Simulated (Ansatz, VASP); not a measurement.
**CuAu, level by level in two programs**

```
CELL_PARAMETERS angstrom
2.81075 0.00000 0.00000
0.00000 2.81075 0.00000
0.00000 0.00000 3.68500
ATOMIC_POSITIONS crystal
Au 0.00000 0.00000 0.00000
Cu 0.50000 0.50000 0.50000
```

Single points on this cell with VASP 6.6.1 and Ansatz 0.2.0. Each row is one pair of runs. Alike in all rows: spin: off; VASP's potentials, cutoff: VASP PAW PBE potentials, release 64 (Au, Cu), 520 eV.

| level | k mesh | smearing | Ansatz's potentials, cutoff | gap on the k mesh at the Fermi level (eV), VASP | gap on the k mesh at the Fermi level (eV), Ansatz | pressure (GPa), VASP | pressure (GPa), Ansatz | largest component of the traceless stress (GPa), VASP | largest component of the traceless stress (GPa), Ansatz |
| --- | --- | --- | --- | --- | --- | --- | --- | --- | --- |
| PBE | 9 × 9 × 7 | fermi-dirac, width 0.05 eV | Ansatz PAW, 420 eV | none | none | 4.5 | 4.5 | 0.39 | 0.46 |
| r2SCANh | 5 × 5 × 4 | fermi-dirac, width 0.02 eV | Ansatz PAW, 500 eV | ? | none | ? | -0.8 | ? | 0.62 |
| PBEsol | 9 × 9 × 7 | fermi-dirac, width 0.05 eV | Ansatz PAW, 420 eV | none | none | -3.9 | -4.0 | 0.17 | 0.23 |

Q: Fill in what VASP gave in row 2.

A: gap on the k mesh at the Fermi level (eV): none; pressure (GPa): -0.6; largest component of the traceless stress (GPa): 0.51.

A gap of «none» marks a metal or a gap that the smearing closes.

Caveats: the k mesh is coarse (spacing up to 0.45 Å⁻¹), so the values aren't converged, least of all with exact exchange (some rows); the PAW data sets were made with another functional, which shifts forces and pressure a little (VASP); the PAW data sets come from PBE, with cores solved anew for the run's functional, which leaves a small shift of forces and pressure (Ansatz); the thresholds are loose for stress (Ansatz).
